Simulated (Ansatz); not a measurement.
# Te: the cost of one run

Method: DFT PBE, scalar-relativistic, plane waves, PAW, in Ansatz 0.2.0.

1 further run of the same task is left out (it didn't finish).

**1. The starting structure**

It takes space group P6/mmm (No. 191, hexagonal). Conventional cell: a = 7.086 Å, b = 7.086 Å, c = 5.263 Å, α = 90.00°, β = 90.00°, γ = 120.00°. Around Te (site symmetry mm2) lie 4 Te at 2.55 to 2.67 Å.

Structure file:

```
Te
1.0
     7.08593    0.00000    0.00000
    -3.54296    6.13659    0.00000
     0.00000    0.00000    5.26276
Te
6
Direct
  0.20753 0.41506 0.00000
  0.58494 0.79247 0.00000
  0.20753 0.79247 0.00000
  0.79247 0.58494 0.00000
  0.41506 0.20753 0.00000
  0.79247 0.20753 0.00000
```

The cell is invented: random cell by space group and Wyckoff sites (P6/mmm, No. 191). Lengths come from tabulated atomic sizes and are only a guess.

**2. A first look at the guess**

Contents of input.yaml:

```yaml
crystal:
  lattice:
    - [7.08592686, 0.0, 0.0]
    - [-3.54296343, 6.13659267, 0.0]
    - [0.0, 0.0, 5.26276299]
  atoms:
    - { symbol: Te, position: [0.20753185, 0.41506371, 0.0] }
    - { symbol: Te, position: [0.58493629, 0.79246815, 0.0] }
    - { symbol: Te, position: [0.20753185, 0.79246815, 0.0] }
    - { symbol: Te, position: [0.79246815, 0.58493629, 0.0] }
    - { symbol: Te, position: [0.41506371, 0.20753185, 0.0] }
    - { symbol: Te, position: [0.79246815, 0.20753185, 0.0] }
basis:
  ecutwfc: 420
kpoints:
  mp_grid: { grid: [3, 3, 4] }
hamiltonian:
  xc: pbe
scf:
  occupations: { method: gaussian, width: 0.1 }
  lower_state_search: "off"
output:
  forces: true
  stress: true
  eigenvalues: true
```

Command:

```console
$ ansatz run input.yaml --threads 1 --pin off --max-ram 2560MiB --backend cpu --events-out ev --progress --plain --runs-dir out
```

Q: Estimate wall time and peak memory on 1 thread of Arm Neoverse N1, shared host.

About 13 s, with a peak of 0.44 GiB.
